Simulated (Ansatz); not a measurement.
# 1T-PbSSe monolayer in a perpendicular field

What dipole does a perpendicular field induce in the 1T-PbSSe monolayer, and does the gap follow? A positive field points along +c.

Method: plane-wave DFT, PBE-D3(BJ), Ansatz PAW (set soft_1); PAW set soft_1, in Ansatz 0.2.0.

### 1. Set-up

The cell holds 3 atoms: 1 Se, 1 Pb and 1 S. Cell: a = 3.521 Å, b = 3.521 Å, c = 36.559 Å, α = 90.0°, β = 90.0°, γ = 120.0°. Vacuum lies along c.

### 2. Relaxation

The starting cell is a guess, so the in-plane lattice and the atoms are relaxed first, with the slab cut off from its images along the normal.

Contents of input.yaml:

```yaml
crystal:
  lattice:
    - [3.520592, 0.0, 0.0]
    - [-1.760296, 3.0489221084, 0.0]
    - [0.0, 0.0, 36.5589195938]
  atoms:
    - { symbol: Se, position: [0.6666666667, 0.3333333333, 0.4622674901] }
    - { symbol: Pb, position: [0.0, 0.0, 0.5036569363] }
    - { symbol: S, position: [0.3333333333, 0.6666666667, 0.5377325099] }
  periodic: [true, true, false]
kpoints:
  mp_grid: { grid: [12, 12, 1] }
hamiltonian:
  xc: pbe
  dispersion: d3bj
  pseudopotentials: { kind: paw, azcp: { folder: soft_1 } }
scf:
  occupations: { method: fermi_dirac, width: 0.05 }
  convergence: { dr2_threshold: 1.0e-09 }
relax:
  f_tol: 0.004
  max_steps: 90
  cell: {}
output:
  write_potential: true
  write_density: true
  volumetric_format: npy
```

Run with:

```bash
ansatz run input.yaml --threads 2 --pin off --max-ram 3072MiB --backend cpu --events-out ev --progress --plain --runs-dir out
```

Numbers of over 12 decimals in the logs are rounded to 6 here.

Output:

```text
Warning: relax.cell: scf.convergence.dr2_threshold = 1e-9 eV is looser than the 1.84286471109e-10 eV advised for a relaxation that steers and ends on the stress (1e-10 eV for each atom of the cell: 3, times the square of relax.cell.stress_2d_tol = 0.05 N/m over 12.8 Å (the atoms' height at the walk's start and 5 Å past either face), 3.919e-2 GPa, over a crystal's default 0.05). What an SCF threshold leaves in a stress goes as its square root, and in the free energy as the threshold itself, and one threshold admits the most on a small cell: [figures from the program's tests cut] Set scf.convergence.dr2_threshold to 1.84286471109e-10 eV or tighter. [rest of the remark cut]
Engine: ansatz 0.2.0, aarch64-unknown-linux-gnu
Pseudopotentials: kind: paw
Pseudopotential: Se, paw, valence charge 16, recommended cutoff 420 eV (normal), soft_1/Se.paw.azcp
Pseudopotential: Pb, paw, valence charge 14, recommended cutoff 420 eV (normal), soft_1/Pb.paw.azcp
Pseudopotential: S, paw, valence charge 6, recommended cutoff 420 eV (normal), soft_1/S.paw.azcp
Functional definition: PBE
  parameter kappa = 0.804
  parameter beta = 0.066725
  exchange = pbe_x(kappa = kappa, mu = beta*pi^2/3)
  correlation = pbe_c(beta = beta)
Crystal: 3 atoms, lattice volume = 392.424 Å³
Basis set: ecut = 420 eV, 7617 PW (Γ), exchange–correlation on 48×48×500 points (8 copies of the dense FFT grid, shifted against one another)
Bands: 22, of which v1, the nominal top of the filled ones, is band 18 counted from 1 (17 counted from 0)
Symmetry: 6 space group operations
Space group: P3m1 (ITA 156), of the structure as read, at distance tolerance 7.3e-5 Å
k-points: 19 of 144 (time reversal used)
Non-local potential: Se, projectors of the file, l = 0: 2, l = 1: 2, l = 2: 3, l = 3: 1
Non-local potential: Pb, projectors of the file, l = 0: 2, l = 1: 2, l = 2: 2, l = 3: 1
Non-local potential: S, projectors of the file, l = 0: 2, l = 1: 2, l = 2: 1
PAW form: soft (Blöchl's): semilocal exchange-correlation on the pseudo side does not see the compensation charge
PAW one-centre angular grid: Se, 590 points (default); XC on 64 Gauss nodes
PAW one-centre angular grid: Pb, 590 points (default); XC on 64 Gauss nodes
PAW one-centre angular grid: S, 110 points (default); XC on 64 Gauss nodes
Initial density: superposition of atomic densities (neutral atoms: chi_scale 0, normalization atom)
Initial wavefunctions: pseudopotential atomic-orbital guess
Functional: x = pbe(κ = 0.804, μ = 0.219515), c = pbe(β = 0.066725)
SCF iter   1: F=—  HF=-18278.749306 eV  |F-HF|=—  |Δ(HF+E_count)|=         —  Δρ=1.87e-2  dr2=1.63e0  ethr=3.10e-3  ⟨swp⟩=21.7  Hψ=4800  notcnv=0
preconditioner: auto → Resta (q_TF=auto, 1.832 Å⁻¹)  ε∞=1.4  [insulator: Δε(μ)=0.860 eV  Ē_g=14.857 eV  σ=0.050 eV  W_gap=1.00  n_scr=20 (ndim 8)  ℏωp=9.6 eV  f_vac=0.811  D(μ)=0.00/eV (n_scr^D=0)  ε∞_Penn≈1.4  vacuum switching on, ρ_ref=1.6e-2 e/Å³]
SCF iter   2: F=—  HF=-18278.249177 eV  |F-HF|=—  |Δ(HF+E_count)|=   5.00e-1  Δρ=7.75e-3  dr2=1.84e-1  ethr=3.10e-3  ⟨swp⟩=4.9  Hψ=1185  notcnv=0
SCF iter   3: F=—  HF=-18278.278769 eV  |F-HF|=—  |Δ(HF+E_count)|=   2.96e-2  Δρ=3.93e-3  dr2=3.54e-1  ethr=5.12e-4  ⟨swp⟩=6.4  Hψ=1241  notcnv=0
SCF iter   4: F=—  HF=-18278.257839 eV  |F-HF|=—  |Δ(HF+E_count)|=   2.09e-2  Δρ=2.55e-3  dr2=1.69e-1  ethr=5.12e-4  ⟨swp⟩=5.8  Hψ=1134  notcnv=0
SCF iter   5: F=—  HF=-18278.241859 eV  |F-HF|=—  |Δ(HF+E_count)|=   1.60e-2  Δρ=1.22e-3  dr2=2.62e-2  ethr=4.70e-4  ⟨swp⟩=3.5  Hψ=632  notcnv=0
SCF iter   6: F=—  HF=-18278.240452 eV  |F-HF|=—  |Δ(HF+E_count)|=   1.41e-3  Δρ=2.85e-4  dr2=4.99e-4  ethr=7.28e-5  ⟨swp⟩=3.2  Hψ=693  notcnv=0
SCF iter   7: F=—  HF=-18278.240694 eV  |F-HF|=—  |Δ(HF+E_count)|=   2.42e-4  Δρ=9.92e-5  dr2=4.13e-5  ethr=1.39e-6  ⟨swp⟩=3.7  Hψ=1071  notcnv=0
SCF iter   8: F=—  HF=-18278.240650 eV  |F-HF|=—  |Δ(HF+E_count)|=   4.38e-5  Δρ=4.49e-5  dr2=1.07e-5  ethr=1.15e-7  ⟨swp⟩=3.0  Hψ=926  notcnv=0
SCF iter   9: F=—  HF=-18278.240648 eV  |F-HF|=—  |Δ(HF+E_count)|=   2.33e-6  Δρ=1.99e-5  dr2=1.82e-6  ethr=2.97e-8  ⟨swp⟩=3.9  Hψ=1009  notcnv=0
SCF iter  10: F=—  HF=-18278.240630 eV  |F-HF|=—  |Δ(HF+E_count)|=   1.79e-5  Δρ=4.31e-6  dr2=3.04e-7  ethr=5.05e-9  ⟨swp⟩=3.2  Hψ=991  notcnv=0
SCF iter  11: F=—  HF=-18278.240630 eV  |F-HF|=—  |Δ(HF+E_count)|=   2.13e-8  Δρ=3.44e-6  dr2=5.19e-8  ethr=8.44e-10  ⟨swp⟩=3.0  Hψ=872  notcnv=0
SCF iter  12: F=—  HF=-18278.240630 eV  |F-HF|=—  |Δ(HF+E_count)|=   2.80e-8  Δρ=5.63e-7  dr2=3.30e-9  ethr=1.44e-10  ⟨swp⟩=2.9  Hψ=952  notcnv=0
SCF iter  13: F=-18278.240630 eV  HF=-18278.240630 eV  |F-HF|=2.00e-10  |Δ(HF+E_count)|=  7.13e-10  Δρ=9.27e-8  dr2=2.02e-10  ethr=2.78e-12  ⟨swp⟩=14.7  Hψ=3714  notcnv=0
SCF 1 converged in 13 iterations: F = -18278.240630 eV  dr2 = 2.02e-10
  greatest PAW one-centre occupation: 1.000 electrons in one spin orbital (limit 2), on the Se atom at site 0 (counted from 0), in its partial waves of l = 2
relax step   1: F+E_penalty+E_count = -18278.24063008 eV  Δ(F+E_penalty+E_count) = +0.000e0 eV  max|allowed force component| = 5.857e0 eV/Å  Δτ_max = 0.0000 Å  P = +23.676 N/m  Ω = 392.424 Å³  fix = [c, alpha, beta]  reactions: c +0.000 N/m  (13 SCF iters, accepted)
Crystal: 3 atoms, lattice volume = 401.356 Å³
Basis set: ecut = 420 eV, 7725 PW (Γ), exchange–correlation on 48×48×500 points (8 copies of the dense FFT grid, shifted against one another)
Initial density: handed on by an earlier stage of this run
Initial wavefunctions: those handed on with the density
iter 1 solved again at ethr=3.91e-4 eV; its pass at ethr=3.10e-3 eV (dr2=1.41e-1 eV) is discarded
SCF iter   1: F=—  HF=-18279.872270 eV  |F-HF|=—  |Δ(HF+E_count)|=         —  Δρ=4.69e-3  dr2=1.40e-1  ethr=3.91e-4  ⟨swp⟩=2.5  Hψ=4001  notcnv=0
preconditioner: auto → LDOS  [metal: Δε(μ)=0.079 eV  Ē_g=14.340 eV  σ=0.050 eV  W_gap=0.37  n_scr=20 (ndim 8)  ℏωp=9.5 eV  f_vac=0.806  D(μ)=0.92/eV (n_scr^D=6)  β→1.0]
SCF iter   2: F=—  HF=-18279.857517 eV  |F-HF|=—  |Δ(HF+E_count)|=   1.48e-2  Δρ=2.31e-3  dr2=6.74e-2  ethr=3.88e-4  ⟨swp⟩=5.2  Hψ=1264  notcnv=0
SCF iter   3: F=—  HF=-18279.842455 eV  |F-HF|=—  |Δ(HF+E_count)|=   1.51e-2  Δρ=6.44e-4  dr2=7.04e-3  ethr=1.87e-4  ⟨swp⟩=4.7  Hψ=970  notcnv=0
SCF iter   4: F=—  HF=-18279.841506 eV  |F-HF|=—  |Δ(HF+E_count)|=   9.49e-4  Δρ=1.77e-4  dr2=3.25e-4  ethr=1.96e-5  ⟨swp⟩=3.3  Hψ=758  notcnv=0
SCF iter   5: F=—  HF=-18279.841506 eV  |F-HF|=—  |Δ(HF+E_count)|=   2.00e-7  Δρ=6.08e-5  dr2=1.35e-5  ethr=9.04e-7  ⟨swp⟩=3.2  Hψ=860  notcnv=0
[...]
SCF iter   8: F=—  HF=-18280.450031 eV  |F-HF|=—  |Δ(HF+E_count)|=   6.87e-8  Δρ=9.97e-7  dr2=3.55e-9  ethr=3.19e-10  ⟨swp⟩=3.4  Hψ=869  notcnv=0
SCF iter   9: F=-18280.450031 eV  HF=-18280.450031 eV  |F-HF|=3.15e-9  |Δ(HF+E_count)|=   1.36e-8  Δρ=3.06e-7  dr2=3.65e-10  ethr=2.78e-12  ⟨swp⟩=13.2  Hψ=3493  notcnv=0
SCF 3 converged in 9 iterations: F = -18280.450031 eV  dr2 = 3.65e-10
relax step   3: F+E_penalty+E_count = -18280.45003116 eV  Δ(F+E_penalty+E_count) = -6.086e-1 eV  max|allowed force component| = 8.173e-1 eV/Å  Δτ_max = 0.0326 Å  P = +4.328 N/m  Ω = 440.907 Å³  energy of the carried Pulay correction = -1.606e-3 eV  fix = [c, alpha, beta]  reactions: c +0.000 N/m  (9 SCF iters, accepted)
[...]
relax step   4: F+E_penalty+E_count = -18280.57442105 eV  Δ(F+E_penalty+E_count) = -1.244e-1 eV  max|allowed force component| = 2.387e-1 eV/Å  Δτ_max = 0.0163 Å  P = +1.155 N/m  Ω = 465.568 Å³  energy of the carried Pulay correction = -2.353e-3 eV  fix = [c, alpha, beta]  reactions: c +0.000 N/m  (9 SCF iters, accepted)
[...]
relax step   5: F+E_penalty+E_count = -18280.58628457 eV  Δ(F+E_penalty+E_count) = -1.186e-2 eV  max|allowed force component| = 3.861e-2 eV/Å  Δτ_max = 0.0091 Å  P = +0.175 N/m  Ω = 474.597 Å³  energy of the carried Pulay correction = -2.617e-3 eV  fix = [c, alpha, beta]  reactions: c +0.000 N/m  (9 SCF iters, accepted)
[...]
relax step   6: F+E_penalty+E_count = -18280.58655754 eV  Δ(F+E_penalty+E_count) = -2.730e-4 eV  max|allowed force component| = 4.163e-4 eV/Å  Δτ_max = 0.0026 Å  P = +0.014 N/m  Ω = 476.036 Å³  energy of the carried Pulay correction = -2.658e-3 eV  fix = [c, alpha, beta]  reactions: c +0.000 N/m  (7 SCF iters, accepted)
[...]
relax step   7: F+E_penalty+E_count = -18280.58956650 eV  Δ(F+E_penalty+E_count) = -3.009e-3 eV  max|allowed force component| = 1.244e-3 eV/Å  Δτ_max = 0.0000 Å  P = +0.053 N/m  Ω = 476.036 Å³  fix = [c, alpha, beta]  reactions: c +0.000 N/m  stress off target by 5.28e-2 N/m on what of the cell is left free  SCF on the basis re-selected at this cell (its energy is not comparable with the rows above)  (8 SCF iters)
[...]
relax step   8: F+E_penalty+E_count = -18280.58959135 eV  Δ(F+E_penalty+E_count) = -2.486e-5 eV  max|allowed force component| = 1.106e-3 eV/Å  Δτ_max = 0.0012 Å  P = +0.004 N/m  Ω = 476.785 Å³  energy of the carried Pulay correction = -1.357e-5 eV  fix = [c, alpha, beta]  reactions: c +0.000 N/m  (6 SCF iters, accepted)
iter 1 solved again at ethr=1.92e-6 eV; its pass at ethr=3.10e-3 eV (dr2=6.90e-4 eV) is discarded
SCF iter   1: F=—  HF=-18280.588812 eV  |F-HF|=—  |Δ(HF+E_count)|=         —  Δρ=2.72e-5  dr2=1.64e-7  ethr=1.92e-6  ⟨swp⟩=4.8  Hψ=4920  notcnv=0
eigensolver tolerance schedule: the retry pair's looser diagonalisation over-reported the residual by 4196.57 of it (diagonalisation noise at an unbounded share of the residual, at the tolerance the schedule requests for it); recorded, not acted on — ethr = c·dr2/N_el stays at c = 1.0e-1
preconditioner: auto → LDOS  [insulator: Δε(μ)=0.190 eV  Ē_g=13.426 eV  σ=0.050 eV  W_gap=0.73  n_scr=20 (ndim 8)  ℏωp=8.7 eV  f_vac=0.806  D(μ)=0.34/eV (n_scr^D=4)  ε∞_Penn≈1.4  β→1.0]
SCF iter   2: F=—  HF=-18280.589605 eV  |F-HF|=—  |Δ(HF+E_count)|=   7.93e-4  Δρ=6.34e-6  dr2=6.98e-7  ethr=4.57e-10  ⟨swp⟩=6.7  Hψ=1729  notcnv=0
SCF iter   3: F=—  HF=-18280.589605 eV  |F-HF|=—  |Δ(HF+E_count)|=   1.53e-7  Δρ=1.74e-6  dr2=6.93e-8  ethr=4.57e-10  ⟨swp⟩=4.1  Hψ=916  notcnv=0
SCF iter   4: F=—  HF=-18280.589604 eV  |F-HF|=—  |Δ(HF+E_count)|=   9.19e-7  Δρ=1.19e-6  dr2=5.84e-8  ethr=1.92e-10  ⟨swp⟩=2.4  Hψ=566  notcnv=0
SCF iter   5: F=—  HF=-18280.589605 eV  |F-HF|=—  |Δ(HF+E_count)|=   8.83e-7  Δρ=4.10e-7  dr2=4.02e-9  ethr=1.62e-10  ⟨swp⟩=1.9  Hψ=495  notcnv=0
SCF iter   6: F=-18280.589605 eV  HF=-18280.589605 eV  |F-HF|=1.47e-8  |Δ(HF+E_count)|=   1.51e-8  Δρ=1.01e-7  dr2=3.49e-10  ethr=2.78e-12  ⟨swp⟩=14.8  Hψ=3915  notcnv=0
SCF 9 converged in 6 iterations: F = -18280.589605 eV  dr2 = 3.49e-10
relax step   9: F+E_penalty+E_count = -18280.58960461 eV  Δ(F+E_penalty+E_count) = -1.326e-5 eV  max|allowed force component| = 1.105e-3 eV/Å  Δτ_max = 0.0000 Å  P = +0.004 N/m  Ω = 476.785 Å³  fix = [c, alpha, beta]  reactions: c +0.000 N/m  stress off target by 3.67e-3 N/m on what of the cell is left free  SCF on the basis re-selected at this cell (its energy is not comparable with the rows above)  (6 SCF iters)
basis re-selected at this cell: Δ(F+E_penalty+E_count) = -1.326e-5 eV, ΔP = -0.000 N/m vs the last step (what re-selecting the basis moved, of the pressure what is left beyond the Pulay correction that the steps carried, after the strain that the cell walked since its last selection, with what the two solves' SCF thresholds leave and, on support functions, any second-order correction that the steps lacked; it is no m [...]
WARN: The input density's exchange-correlation potential varies sharply where the density is thin. Do not read a vacuum level from v_tot or v_xc, or from such a field of the output density. On a cell that repeats whose density bears no net charge and no dipole along the vacuum's axis use v_es (v_loc + v_h of the components); under efield.dipole_correction with no amplitude use v_es + v_field, which holds any external [...]
SCF converged after 6 iterations
Free energy (F): -18280.589605 eV
Harris-Foulkes:  -18280.589605 eV  (|F-HF|=1.47e-8)
Internal energy: -18280.586159 eV  (E = F + TS)
E sigma→0 (E₀):  -18280.587882 eV
Entropy (-TS):   -0.003446 eV (-1.149 meV/atom)
Fermi energy:    -6.028702 eV
--- Per-component energies (eV) ---
  E_band       = -932.246782
  E_kinetic    = 508.408861
  E_local      = -72755.668873  (includes V_loc(G=0)·N_el)
  E_nonlocal   = -10.410831
  E_hartree    = 36055.120613
  E_xc         = -375.188008
  E_vxc        = -305.475345  (∫ρ·V_xc dr)
  E_paw        = -13139.418376  (= ΣΔE_a)
  E_vpaw       = -479.340314  (= ΣTr[D̂ρ^β])
  E_aug_tail   = -0.000370  (compensation charges beyond the density's cutoff)
  E_ewald      = 31437.269066
  E_disp       = -0.698241  (pairwise vdW)
  E_smearing   = -0.003446  (= −TS)
  E_closure    = 0.000000  (closes the sum)
  Σ components = -18280.589605   (vs F -18280.589605, Δ=0.00e0)
--- Forces (eV/Å), atoms counted from 1 ---
  atom   1  Se    -0.00000000     0.00000000     0.00110442
  atom   2  Pb    -0.00000000    -0.00000000    -0.00062236
  atom   3  S      0.00000000    -0.00000000    -0.00048327
  max |Σ_I F_I| component: 1.22e-6 eV/Å
--- 2D stress c σ (N/m, compression-positive) ---
        0.003672      -0.000000      -0.000000
       -0.000000       0.003672       0.000000
       -0.000000       0.000000       0.000000
  P = ½ c Tr σ = 0.0037 N/m
--- Band table (eV; the first three rows and the last of 19) ---
  k-point 0: bands = [... 14 lower, -7.0000, -7.0000, -6.1414, -6.1414, -5.4191, -2.9469, -1.2690, -1.2690]
  k-point 1: bands = [... 14 lower, -7.3437, -7.1150, -6.5484, -6.1658, -5.1125, -2.5610, -1.4984, -1.1368]
  k-point 2: bands = [... 14 lower, -7.4000, -7.3951, -7.1234, -6.2350, -4.8737, -2.2078, -1.2924, -0.8351]
  k-point 18: bands = [... 14 lower, -9.3988, -9.1765, -7.0876, -6.9470, -5.1712, -1.0815, -1.0075, 0.3059]
  the weakly bound empty levels are not read free of the cell's end (no_gap_told)
--- Relaxed structure (7 steps of the walk, 7 accepted, 2 SCFs on fresh bases) ---
  F+E_penalty+E_count = -18280.58960461 eV   max|allowed force component| = 1.105e-3 eV/Å   (the final SCF, on the basis selected at the relaxed cell)
  cell:  # Å, volume = 476.7851 Å³
    - [3.880604, 2.6646263402386214e-17, 0]
    - [-1.940302, 3.360702, 0]
    - [0, 0, 36.5589195938]
  atoms:
    - { symbol: Se, position: [0.666667, 0.333333, 0.456220] }
    - { symbol: Pb, position: [0, 0, 0.502734] }
    - { symbol: S, position: [0.333333, 0.666667, 0.544703] }
```

Run time: 80 s. Hardware: 2 threads of Arm Neoverse V2, shared host; peak memory 0.7 GiB.

The steps of the relaxation:

```csv
step,energy less that of the first step (eV),largest force component (eV/Å),volume (Å³)
1,0.0000,5.8571,392.42
2,-1.6008,2.2827,401.36
3,-2.2094,0.8173,440.91
4,-2.3338,0.2387,465.57
5,-2.3457,0.0386,474.60
6,-2.3459,0.0004,476.04
7*,-2.3489,0.0012,476.04
8,-2.3490,0.0011,476.79
9*,-2.3490,0.0011,476.79
```

Relaxation steps marked * repeat the geometry before them on a plane-wave basis chosen anew for their cell, so energy and pressure can jump there.

Forces are held to the 6 operations that the run works with; a distortion that breaks them can't arise in this run.

```csv
cell as run,before,after,change
a (Å),3.521,3.881,+10.2 %
b (Å),3.521,3.881,+10.2 %
```

The atoms that moved most (Å, along periodic axes as changes of fractional coordinates times the final cell, across vacuum about the mean position):

```csv
atom,dx,dy,dz,length
S3,0.000,0.000,0.255,0.255
Se1,0.000,0.000,-0.221,0.221
Pb2,0.000,0.000,-0.034,0.034
```

The relaxed structure:

```
Se Pb S
1.0
     3.88060    0.00000    0.00000
    -1.94030    3.36070    0.00000
     0.00000    0.00000   36.55892
Se Pb S
1 1 1
Cartesian
  1.9403 1.1202 16.6789
  0.0000 0.0000 18.3794
  0.0000 2.2405 19.9138
```

This step gave:

| Quantity | Value |
| --- | --- |
| energy at zero smearing | -18280.5879 eV |

The lattice constant a goes from 3.521 to 3.881 Å.

[end of part 1 of 2]

[Logs are printed without paths, hosts, clocks, repeated set-up lines and the standing remarks that a program may print on its own settings, such as how far it seeks lower states.]

[Hosts, paths, dates, database ids (printed as entryN), source tags and the programs' standing remarks are cut or masked in the printed files.]

[Maps of the electrostatic potential energy from Ansatz leave out the sawtooth potential of an applied field or a dipole correction, so their vacuum need not be flat; planar profiles and work functions include it.]
